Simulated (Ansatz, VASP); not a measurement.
## Two plane-wave programs on FeO (Wuestite)

```
Fe O
1.0
     1.45969    0.84275    2.38421
    -1.45969    0.84275    2.38421
     0.00000   -1.68551    2.38421
Fe O
1 1
Direct
  0.00000 0.00000 0.00000
  0.50000 0.50000 0.50000
```

Alike in both runs: functional PBE; k mesh 18 × 18 × 18; occupations gaussian, width 0.1 eV; collinear spin.

Ansatz relaxed the structure, and its values are those at the end. VASP's run is a single point on that final structure, the one shown.

|  | VASP | Ansatz |
| --- | --- | --- |
| version | VASP 6.6.1 | Ansatz 0.2.0 |
| potentials or method | VASP PAW PBE potentials, release 64 (Fe, O) | scalar-relativistic, plane waves, PAW |
| plane-wave cutoff (eV) | 520 | 420 |
| valence electrons in the cell | 14 | 22 |

```csv
,VASP,Ansatz,Ansatz less VASP
gap on the k mesh at the Fermi level (eV),none,none,-
net moment per atom (μB),1.95,1.96,+0.008
size of the moment on the site where the two differ most (μB),3.52,3.33,-0.196
```

Site moments also hang on the region over which each program counts them. A gap of «none» marks a metal or a gap that the smearing closes. The two sets of potentials don't hold the same shells in valence.

Caveats: a cell with one magnetic atom can't hold antiferromagnetic order, which such compounds often take; semilocal functionals often make such compounds metallic where correlation or magnetic order opens a gap, which also shifts bond lengths.
